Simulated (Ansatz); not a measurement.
Ti under changes of volume

One of the cells (16.731 Å³/atom); the others are scaled copies at fixed shape and fractional positions:

```
Ti
1.0
     0.00000    2.03000    2.03000
     2.03000    0.00000    2.03000
     2.03000    2.03000    0.00000
Ti
1
Direct
  0.00000 0.00000 0.00000
```

This isn't the form of Ti at room conditions, which is hcp.

```yaml
Program: Ansatz 0.2.0
Functional: PBEsol
Potentials_or_basis: JTH PAW
Cutoff: "1230 eV (not typed: the program's choice for these potentials)"
k_mesh: 11 × 11 × 11
Occupations: fermi-dirac, width 0.05 eV
Spin: no spin polarisation
```

```tsv
volume (Å³/atom)	energy over the lowest point (meV/atom)	pressure (GPa)
15.727	20.17	7.5
16.062	7.92	4.7
16.396	?	?
16.731	0.00	-0.3
17.065	3.31	-2.4
17.400	10.88	-4.4
17.735	22.34	-6.2
```

Q: What does the run at 16.396 Å³/atom give?

A: Energy over the lowest point 1.37 meV/atom; pressure 2.1 GPa.

Worked out: A Birch-Murnaghan fit of order 3 (a polynomial in V^(-2/3)) to the other rows has its minimum at 16.66 Å³/atom with B0 = V·E''(V) = 114 GPa and B' = 3.8. It gives 1.39 meV/atom at 16.396 Å³/atom, against the run's 1.37, and -dE/dV = 1.9 GPa, against 2.1.

Energies are extrapolated to zero smearing.
